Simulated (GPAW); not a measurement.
# CdSe (F-43m) in GPAW: further runs

Runs on CdSe. Level: PBE. Tasks: single point.

All numbers are computed with GPAW 26.7.0; they aren't measurements. Logs are shortened: lines on timing, memory, paths and dates and some standing lists are left out, and cuts for length are marked. The log counts tension as positive stress, the text compression.

## 1. The crystal as given

Symmetry: F-43m, No. 216, cubic system. Conventional cell: a = 6.141 Å, b = 6.141 Å, c = 6.141 Å, α = 90.00°, β = 90.00°, γ = 90.00°. Around Cd (site symmetry -43m) lie 4 Se at 2.66 Å. Around Se (site symmetry -43m) lie 4 Cd at 2.66 Å.

Measurements of this composition are mostly on another form, of space group No. 186.

## 2. Single point, PBE

The input, run.py:

```python
from ase.dft.bandgap import bandgap
from ase.io import read, write
from ase.units import GPa
from gpaw import GPAW, PW

atoms = read('POSCAR')

calc = GPAW(mode=PW(600),
            xc='PBE',
            kpts={'size': (8, 8, 8), 'gamma': True},
            occupations={'name': 'methfessel-paxton', 'order': 0, 'width': 0.013000000000000001},
            nbands=18,
            convergence={'density': 1e-05, 'energy': 1e-05},
            maxiter=150,
            txt='gpaw.txt')
atoms.calc = calc
energy = atoms.get_potential_energy()
forces = atoms.get_forces()
stress = atoms.get_stress()
calc.write('gs.gpw')
write('result.traj', atoms)
print(f'Energy: {energy:.6f} eV')
print('Forces (eV/A):')
print(forces.round(4))
print('Stress (GPa):', (stress / GPa).round(3))
print('Fermi level:', round(calc.get_fermi_level(), 4), 'eV')
print(f'Gap: {bandgap(calc)[0]:.4f} eV, direct: {bandgap(calc, direct=True)[0]:.4f} eV')
```

The input, POSCAR:

```
CdSe
1.0
    0.0000000000      3.0702711986      3.0702711986
    3.0702711986      0.0000000000      3.0702711986
    3.0702711986      3.0702711986      0.0000000000
Cd Se
1 1
Direct
    0.0000000000      0.0000000000      0.0000000000
    0.2500000000      0.2500000000      0.2500000000
```

Potentials or basis: GPAW PAW data sets (gpaw-data 1.2.1), pw.

On the command line:

```console
$ OMP_NUM_THREADS=1 python run.py
```

gpaw.txt:

```text
__  _  _
 | _ |_)|_||  |
 |__||  | ||/\| - 26.7.0

Input parameters:
  mode=PW(ecut=600.0),
  convergence={'density': 1e-05, 'energy': 1e-05},
  kpts=MonkhorstPack(size=(8, 8, 8), gamma=True),
  maxiter=150,
  nbands=18,
  occupations=Occupations(name='methfessel-paxton', order=0, width=0.013000000000000001),
  xc=XC(name='PBE')

Diagonalizing LCAO Hamiltonian
Converting LCAO to pw mode

            Se

       Cd

Atoms  # Å, Bohr magnetons
|   | symbol |        x |        y |        z |    initial magnetic moments |
|---|--------|----------|----------|----------|-----------------------------|
| 0 |     Cd | 0.000000 | 0.000000 | 0.000000 | ( 0.0000,  0.0000,  0.0000) |
| 1 |     Se | 1.535136 | 1.535136 | 1.535136 | ( 0.0000,  0.0000,  0.0000) |

Unit cell  # Å
| periodic |        x |        y |        z |  lengths |    angles |
|----------|----------|----------|----------|----------|-----------|
|      yes | 0.000000 | 3.070271 | 3.070271 | 4.342019 | 60.000000 |
|      yes | 3.070271 | 0.000000 | 3.070271 | 4.342019 | 60.000000 |
|      yes | 3.070271 | 3.070271 | 0.000000 | 4.342019 | 60.000000 |

Number of symmetries: 24
Symmetry operations  # r_c * U_cc + t_c -> r_c
|    | kind |            matrix            |
|----|------|------------------------------|
|  0 |  E   |  1, 0, 0,  0, 1, 0,  0, 0, 1 |
|  1 |  σ   |  1, 0, 0,  0, 0, 1,  0, 1, 0 |
|  2 |  σ   |  1, 0,-1,  0, 1,-1,  0, 0,-1 |
|  3 |  C3  |  1, 0,-1,  0, 0,-1,  0, 1,-1 |
|  4 |  C3  |  1,-1, 0,  0,-1, 1,  0,-1, 0 |
|  5 |  σ   |  1,-1, 0,  0,-1, 0,  0,-1, 1 |
|  6 |  σ   |  0, 1, 0,  1, 0, 0,  0, 0, 1 |
|  7 |  C3  |  0, 1, 0,  0, 0, 1,  1, 0, 0 |
|  8 |  C2  |  0, 1,-1,  1, 0,-1,  0, 0,-1 |
|  9 |  S4  |  0, 1,-1,  0, 0,-1,  1, 0,-1 |
| 10 |  C3  |  0, 0, 1,  1, 0, 0,  0, 1, 0 |
| 11 |  σ   |  0, 0, 1,  0, 1, 0,  1, 0, 0 |
| 12 |  S4  |  0, 0,-1,  1, 0,-1,  0, 1,-1 |
| 13 |  C3  |  0, 0,-1,  0, 1,-1,  1, 0,-1 |
| 14 |  S4  |  0,-1, 1,  1,-1, 0,  0,-1, 0 |
| 15 |  C2  |  0,-1, 1,  0,-1, 0,  1,-1, 0 |
| 16 |  C3  |  0,-1, 0,  1,-1, 0,  0,-1, 1 |
| 17 |  S4  |  0,-1, 0,  0,-1, 1,  1,-1, 0 |
| 18 |  S4  | -1, 1, 0, -1, 0, 1, -1, 0, 0 |
| 19 |  C3  | -1, 1, 0, -1, 0, 0, -1, 0, 1 |
| 20 |  C3  | -1, 0, 1, -1, 1, 0, -1, 0, 0 |
| 21 |  S4  | -1, 0, 1, -1, 0, 0, -1, 1, 0 |
| 22 |  σ   | -1, 0, 0, -1, 1, 0, -1, 0, 1 |
| 23 |  C2  | -1, 0, 0, -1, 0, 1, -1, 1, 0 |

BZ-sampling:
  Number of BZ points: 512
  Number of IBZ points: 29

  Monkhorst-Pack size: [8, 8, 8]
  Monkhorst-Pack shift: [0.0625, 0.0625, 0.0625]

K-points  # in reciprocal-cell coordinates
|     |                                coordinates |     weight |
|-----|--------------------------------------------|------------|
|   0 | (  0.00000000,   0.00000000,   0.00000000) | 0.00195312 |
|   1 | (  0.12500000,   0.12500000,   0.00000000) | 0.01171875 |
|   2 | (  0.12500000,   0.12500000,   0.12500000) | 0.01562500 |
|   3 | (  0.25000000,   0.12500000,   0.12500000) | 0.02343750 |
|   4 | (  0.25000000,   0.25000000,   0.00000000) | 0.01171875 |
|   5 | (  0.25000000,   0.25000000,   0.12500000) | 0.04687500 |
|   6 | (  0.25000000,   0.25000000,   0.25000000) | 0.01562500 |
|   7 | (  0.37500000,   0.25000000,  -0.37500000) | 0.04687500 |
|   8 | (  0.37500000,   0.25000000,   0.12500000) | 0.04687500 |
|   9 | (  0.37500000,   0.25000000,   0.25000000) | 0.04687500 |
| ... |                                            |            |
|  28 | (  0.50000000,   0.50000000,   0.50000000) | 0.00781250 |

Plane wave coefficients: 1964
Cutoff: 600.0 eV

Spin-components: 1 (collinear spins)
Bands:           18
Projectors:      11
Spin-degeneracy: 2
Datatype:        complex128

Parallelization:
  kpt:    1
  domain: 1
  band:   1

Density:
  Valence electrons: 18.0
  Components: 1
  Grid points: [25 25 25]
  Charge: 0.0  # |e|

Potential:
  Grid points: [25 25 25]

species:
  Cd:
    name:    Cadmium
    Z:       48.0
    valence: 12
    core:    36
    charge:  0.0  # [|e|]
    compensation charges:
      type: gauss
      rc: 0.38  # [Å]
      lmax: 2
    cutoffs:
      filter: 2.12  # [Å]
      core: 2.62  # [Å]
    projectors
    | kind |    occ | energy [eV] | rcut [Å] |
    |------|--------|-------------|----------|
    |   5s |  2.000 |      -5.655 |    1.191 |
    |   5p |  0.000 |      -1.186 |    1.228 |
    |   4d | 10.000 |     -11.739 |    1.164 |
    |    s |        |      21.556 |    1.191 |
    |    p |        |      26.026 |    1.228 |
    |    d |        |      15.473 |    1.164 |

    Using partial waves for Cd as LCAO basis

  Se:
    name:    Selenium
    Z:       34.0
    valence: 6
    core:    28
    charge:  0.0  # [|e|]
    compensation charges:
      type: gauss
      rc: 0.27  # [Å]
      lmax: 2
    cutoffs:
      filter: 1.77  # [Å]
      core: 2.67  # [Å]
    projectors
    | kind |    occ | energy [eV] | rcut [Å] |
    |------|--------|-------------|----------|
    |   4s |  2.000 |     -17.277 |    0.847 |
    |   4p |  4.000 |      -6.512 |    1.005 |
    |    s |        |       9.935 |    0.847 |
    |    p |        |      20.699 |    1.005 |
    |    d |        |       0.000 |    0.847 |

    Using partial waves for Se as LCAO basis

Reference energy: -218276.650467  # eV

eigensolver:
  PPCG
  Converge bands: occupied
  niter=2

density mixing:
  MSR1-Mixer
  Pratt-step length: 0.05
  Maximum mixing coefficient: 0.75
  Old densities: 10
  SVD Regularization: 0.005
  Good broyden scale: 1.0
  Trust region scale: 1.0
  Backstep threshold: 4.0
  History deletion threshold: 6.0
  Fourier metric: weight=20.0, sigma=0.015

occupation numbers:
  Methfessel-Paxton:
    width: 0.0130  # eV
    order: 0

poisson solver:
  ecut: 4800.0  # eV

xc functional:
  name: PBE with 2 nearest neighbor stencil

convergence criteria:
- Maximum integral of absolute [dens]ity change: 1e-05 electrons / valence electron
- Maximum [total energy] change in last 3 cyles: 1e-05 eV / valence electron
- Maximum integral of absolute [eigenst]ate change: 4e-08 eV^2 / valence electron
maximum number of iterations: 150

SCF iterations
|iter     | |      energy | eigst |  dens |
|---------|-|-------------|-------|-------|
|iter:   1| |   -6.043891 | -0.61 |       |
|iter:   2| |   -5.965686 | -2.54 | -1.17 |
|iter:   3| |   -5.690706 | -1.65 | -1.21 |
|iter:   4| |   -5.689992 | -3.42 | -1.79 |
|iter:   5| |   -5.689786 | -3.89 | -2.24 |
|iter:   6| |   -5.689812 | -5.39 | -3.04 |
|iter:   7| |   -5.689815c| -6.65 | -3.52 |
|iter:   8| |   -5.689815c| -7.55c| -4.61 |
|iter:   9| |   -5.689815c| -7.92c| -5.04c|

Converged in 9 steps
Energy contributions relative to reference atoms: (reference = -218276.650467)

Energy contributions:
  Kinetic:          18.222936
  Coulomb:         -16.622161
  Zero:              0.051513
  External:          0.000000
  Xc:               -7.342103
  Entropy:          -0.000000
  Spinorbit:         0.000000
  ----------------------------
  Free energy:      -5.689815
  Extrapolated:     -5.689815

dipole moment: (-23.397053, -23.397053, -23.397053)  # |e|*Ang

Fermi level: 3.384
Eigenvalues  # (at kpt = [0.000, 0.000, 0.000])
| band index |      eig [eV] | occ [0-2] |
|------------|---------------|-----------|
|          0 |        -9.106 |     2.000 |
|          1 |        -4.464 |     2.000 |
|          2 |        -4.464 |     2.000 |
|          3 |        -4.464 |     2.000 |
|          4 |        -4.115 |     2.000 |
|          5 |        -4.115 |     2.000 |
[... 10 lines left out ...]
|         16 |        15.352 |     0.000 |
|         17 |        15.352 |     0.000 |

Gap: 0.544 eV
Transition (v -> c):
  (s=0, k=0, n=8, [0.00, 0.00, 0.00]) -> (s=0, k=0, n=9, [0.00, 0.00, 0.00])
No difference between direct/indirect transitions

Forces  # eV/Ang
|       x |        y |        z |
|---------|----------|----------|
| 0.00000 |  0.00000 | -0.00000 |  # Cd   0
| 0.00000 | -0.00000 |  0.00000 |  # Se   1

Stress tensor  # eV/Ang^3
|         x |         y |         z |
|-----------|-----------|-----------|
| -0.006707 | -0.000000 |  0.000000 |
| -0.000000 | -0.006707 |  0.000000 |
|  0.000000 |  0.000000 | -0.006707 |

# Writing to gs.gpw (mode='')
```

It took 17 s on 1 thread of Intel Xeon Platinum 8259CL at 2.50GHz (Skylake/Cascade Lake), shared host; peak memory 0.17 GiB.

Results:

```yaml
Free_energy: -5.6898 eV
Pressure: 1.1 GPa
Band_gap_on_the_k_mesh: 0.54 eV, direct
```

Levels at points of the mesh, in eV from the valence-band top:
```csv
k point,band 6,band 7,band 8,band 9,band 10,band 11,band 12,band 13
"(0.00, 0.00, 0.00)",-7.45,0.00,0.00,0.00,0.54,5.91,5.91,5.91
"(0.50, 0.50, 0.00)",-7.11,-3.96,-1.77,-1.77,3.19,3.73,8.95,10.03
"(0.50, 0.50, 0.50)",-7.17,-4.23,-0.72,-0.72,2.35,6.43,6.43,7.32
```

As with any semilocal functional, this PBE gap is likely too small.

## 3. Single point, PBE

Changes to run.py since step 2:

```diff
@@ -10,3 +10,3 @@
             kpts={'size': (8, 8, 8), 'gamma': True},
-            occupations={'name': 'methfessel-paxton', 'order': 0, 'width': 0.013000000000000001},
+            occupations={'name': 'methfessel-paxton', 'order': 0, 'width': 0.014},
             nbands=18,
```

POSCAR is that of step 2.

Potentials or basis: GPAW PAW data sets (gpaw-data 1.2.1), pw.

On the command line:

```console
$ OMP_NUM_THREADS=1 python run.py
```

gpaw.txt:

```text
__  _  _
 | _ |_)|_||  |
 |__||  | ||/\| - 26.7.0

Input parameters:
  mode=PW(ecut=600.0),
  convergence={'density': 1e-05, 'energy': 1e-05},
  kpts=MonkhorstPack(size=(8, 8, 8), gamma=True),
  maxiter=150,
  nbands=18,
  occupations=Occupations(name='methfessel-paxton', order=0, width=0.014),
  xc=XC(name='PBE')

Diagonalizing LCAO Hamiltonian
Converting LCAO to pw mode

            Se

       Cd

Atoms  # Å, Bohr magnetons
|   | symbol |        x |        y |        z |    initial magnetic moments |
|---|--------|----------|----------|----------|-----------------------------|
| 0 |     Cd | 0.000000 | 0.000000 | 0.000000 | ( 0.0000,  0.0000,  0.0000) |
| 1 |     Se | 1.535136 | 1.535136 | 1.535136 | ( 0.0000,  0.0000,  0.0000) |

Unit cell  # Å
| periodic |        x |        y |        z |  lengths |    angles |
|----------|----------|----------|----------|----------|-----------|
|      yes | 0.000000 | 3.070271 | 3.070271 | 4.342019 | 60.000000 |
|      yes | 3.070271 | 0.000000 | 3.070271 | 4.342019 | 60.000000 |
|      yes | 3.070271 | 3.070271 | 0.000000 | 4.342019 | 60.000000 |

Number of symmetries: 24
Symmetry operations  # r_c * U_cc + t_c -> r_c
|    | kind |            matrix            |
|----|------|------------------------------|
|  0 |  E   |  1, 0, 0,  0, 1, 0,  0, 0, 1 |
|  1 |  σ   |  1, 0, 0,  0, 0, 1,  0, 1, 0 |
|  2 |  σ   |  1, 0,-1,  0, 1,-1,  0, 0,-1 |
|  3 |  C3  |  1, 0,-1,  0, 0,-1,  0, 1,-1 |
|  4 |  C3  |  1,-1, 0,  0,-1, 1,  0,-1, 0 |
|  5 |  σ   |  1,-1, 0,  0,-1, 0,  0,-1, 1 |
[... 145 lines left out ...]
convergence criteria:
- Maximum integral of absolute [dens]ity change: 1e-05 electrons / valence electron
- Maximum [total energy] change in last 3 cyles: 1e-05 eV / valence electron
- Maximum integral of absolute [eigenst]ate change: 4e-08 eV^2 / valence electron
maximum number of iterations: 150

SCF iterations
|iter     | |      energy | eigst |  dens |
|---------|-|-------------|-------|-------|
|iter:   1| |   -6.043891 | -0.61 |       |
|iter:   2| |   -5.965686 | -2.54 | -1.17 |
|iter:   3| |   -5.690706 | -1.65 | -1.21 |
|iter:   4| |   -5.689992 | -3.42 | -1.79 |
|iter:   5| |   -5.689786 | -3.89 | -2.24 |
|iter:   6| |   -5.689812 | -5.39 | -3.04 |
|iter:   7| |   -5.689815c| -6.65 | -3.52 |
|iter:   8| |   -5.689815c| -7.55c| -4.61 |
|iter:   9| |   -5.689815c| -7.92c| -5.04c|

Converged in 9 steps
Energy contributions relative to reference atoms: (reference = -218276.650467)

Energy contributions:
  Kinetic:          18.222936
  Coulomb:         -16.622161
  Zero:              0.051513
  External:          0.000000
  Xc:               -7.342103
  Entropy:          -0.000000
  Spinorbit:         0.000000
  ----------------------------
  Free energy:      -5.689815
  Extrapolated:     -5.689815

dipole moment: (-23.397053, -23.397053, -23.397053)  # |e|*Ang

Fermi level: 3.388
Eigenvalues  # (at kpt = [0.000, 0.000, 0.000])
| band index |      eig [eV] | occ [0-2] |
|------------|---------------|-----------|
|          0 |        -9.106 |     2.000 |
|          1 |        -4.464 |     2.000 |
|          2 |        -4.464 |     2.000 |
|          3 |        -4.464 |     2.000 |
|          4 |        -4.115 |     2.000 |
|          5 |        -4.115 |     2.000 |
[... 10 lines left out ...]
|         16 |        15.352 |     0.000 |
|         17 |        15.352 |     0.000 |

Gap: 0.544 eV
Transition (v -> c):
  (s=0, k=0, n=8, [0.00, 0.00, 0.00]) -> (s=0, k=0, n=9, [0.00, 0.00, 0.00])
No difference between direct/indirect transitions

Forces  # eV/Ang
|       x |        y |        z |
|---------|----------|----------|
| 0.00000 |  0.00000 |  0.00000 |  # Cd   0
| 0.00000 | -0.00000 | -0.00000 |  # Se   1

Stress tensor  # eV/Ang^3
|         x |         y |         z |
|-----------|-----------|-----------|
| -0.006707 | -0.000000 |  0.000000 |
| -0.000000 | -0.006707 |  0.000000 |
|  0.000000 |  0.000000 | -0.006707 |

# Writing to gs.gpw (mode='')
```

It took 21 s on 1 thread of Intel Xeon Platinum 8259CL at 2.50GHz (Skylake/Cascade Lake), shared host; peak memory 0.17 GiB.

Results:

* Free energy: -5.6898 eV
* Pressure: 1.1 GPa
* Band gap on the k mesh: 0.54 eV, direct

Levels at points of the mesh, in eV from the valence-band top:
```csv
k point,band 6,band 7,band 8,band 9,band 10,band 11,band 12,band 13
"(0.00, 0.00, 0.00)",-7.45,0.00,0.00,0.00,0.54,5.91,5.91,5.91
"(0.50, 0.50, 0.00)",-7.11,-3.96,-1.77,-1.77,3.19,3.73,8.95,10.03
"(0.50, 0.50, 0.50)",-7.17,-4.23,-0.72,-0.72,2.35,6.43,6.43,7.32
```
